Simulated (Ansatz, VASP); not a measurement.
## Two plane-wave programs on InSb3

```xyz
4
Lattice="0.0000 3.6973 3.6973 3.6973 0.0000 3.6973 3.6973 3.6973 0.0000" Properties=species:S:1:pos:R:3 pbc="T T T"
In    0.0000    0.0000    0.0000
Sb    1.8487    1.8487    1.8487
Sb    5.5460    5.5460    5.5460
Sb    3.6973    3.6973    3.6973
```

Alike in both runs: functional LDA; k mesh 10 × 10 × 10; occupations gaussian, width 0.1 eV; no spin polarisation.

Ansatz relaxed the structure, and its values are those at the end. VASP's run is a single point on that final structure, the one shown.

|  | VASP | Ansatz |
| --- | --- | --- |
| version | VASP 6.6.1 | Ansatz 0.2.0 |
| potentials or method | VASP PAW LDA potentials, release 64 (In_d, Sb) | scalar-relativistic, plane waves, PAW |
| plane-wave cutoff (eV) | 520 | 420 |
| valence electrons in the cell | 28 | 58 |

```tsv
	VASP	Ansatz	Ansatz less VASP
gap on the k mesh at the Fermi level (eV)	none	none	-
pressure (GPa)	0.1	0.0	-0.13
```

A gap of «none» marks a metal or a gap that the smearing closes. The two sets of potentials don't hold the same shells in valence.

Spin-orbit coupling is left out, which matters for the levels of Sb.
